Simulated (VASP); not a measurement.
Runs of VASP 6.6.1 on Cs. It takes space group Pm-3m (No. 221, cubic). Conventional cell: a = 4.983 Å, b = 4.983 Å, c = 4.983 Å, α = 90.00°, β = 90.00°, γ = 90.00°. This isn't the form of Cs at room conditions, which is bcc.

```csv
cell,k mesh,gap on the mesh (eV),pressure (GPa)
"Pm-3m, 123.75 Å³/atom",7 × 7 × 7,none,0.2
"Pm-3m, 151.87 Å³/atom",7 × 7 × 7,none,-0.1
"Pm-3m, 140.62 Å³/atom",10 × 10 × 10,none,(a)
"Pm-3m, 135.0 Å³/atom",7 × 7 × 7,none,0.1
```

Alike in all rows: task single point; level revPBE; potentials or basis VASP PAW PBE potentials, release 64 (Cs_sv); no spin polarisation; cutoff (eV) 520; smearing fermi-dirac 0.1 eV.

Question: Estimate the missing entries.

Answer: (a) 0.0.

Caveats: the PAW data sets were made with another functional, which shifts forces and pressure a little.

A k mesh can miss the band edges, and the runs leave out spin-orbit coupling on Cs.

A gap of «none» marks a metal or a gap under the smearing width.
